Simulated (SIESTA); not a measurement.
**HgTe: single point with PBEsol**

HgTe:

```
Hg Te
1.0
    -3.04560    3.04560    1.55941
     3.04560   -3.04560    1.55941
     3.04560    3.04560   -1.55941
Hg Te
1 1
Direct
  0.75000 0.25000 0.50000
  0.00000 0.00000 0.00000
```

Measurements of this composition are mostly on another form, of space group No. 216.

```
Program             : SIESTA 5.4.2
Task                : single point
Functional          : PBEsol
Potentials or basis : PseudoDojo 0.4 standard (PBEsol files)
Basis               : DZP (energy shift 0.003 Ry; two zetas on semicore shells)
Grid cutoff         : 800 Ry
Energy shift        : 0.003 Ry
k mesh              : 10 × 10 × 10
Occupations         : fermi-dirac, width 0.05 eV
Spin                : no spin polarisation
```

```yaml
Pressure: -4.5 GPa
Band_gap_on_the_k_mesh: none (metal or under the smearing width)
```

Stress tensor (GPa, compression positive):
```
-6.76  0.00  0.00
 0.00 -6.76  0.00
 0.00  0.00 -0.01
```

Levels at points of the mesh, in eV from the Fermi level:
| k point | band 16 | band 17 | band 18 | band 19 | band 20 | band 21 |
| --- | --- | --- | --- | --- | --- | --- |
| (0.00, 0.00, 0.00) | -3.39 | -2.49 | -2.49 | 3.49 | 4.49 | 7.29 |
| (0.50, 0.00, 0.00) | -4.69 | -1.94 | -1.16 | -0.13 | 3.31 | 3.74 |
| (0.00, 0.50, 0.00) | -4.69 | -1.94 | -1.16 | -0.13 | 3.31 | 3.74 |
| (0.50, 0.50, 0.00) | -6.31 | -0.99 | 1.70 | 1.90 | 2.80 | 3.41 |
| (0.00, 0.00, 0.50) | -6.31 | -0.99 | 1.70 | 1.90 | 2.80 | 3.41 |
| (0.50, 0.00, 0.50) | -4.69 | -1.94 | -1.16 | -0.13 | 3.31 | 3.74 |
| (0.00, 0.50, 0.50) | -4.69 | -1.94 | -1.16 | -0.13 | 3.31 | 3.74 |
| (0.50, 0.50, 0.50) | -4.43 | -4.43 | -4.24 | 3.15 | 7.70 | 8.32 |

Run time: 64 s on 1 thread of Arm Neoverse V2, with other jobs on the host, peak memory 0.51 GiB.

Caveat: short orbitals over semicore shells can move pressures by several GPa; the valence orbitals were made in a potential fitted to the semicore shell under them, which widens gaps by tenths of an eV or more; the basis of atomic orbitals isn't converged, which shifts pressures, moduli and gaps. Spin-orbit coupling is left out, which matters for the levels of Hg, Te.
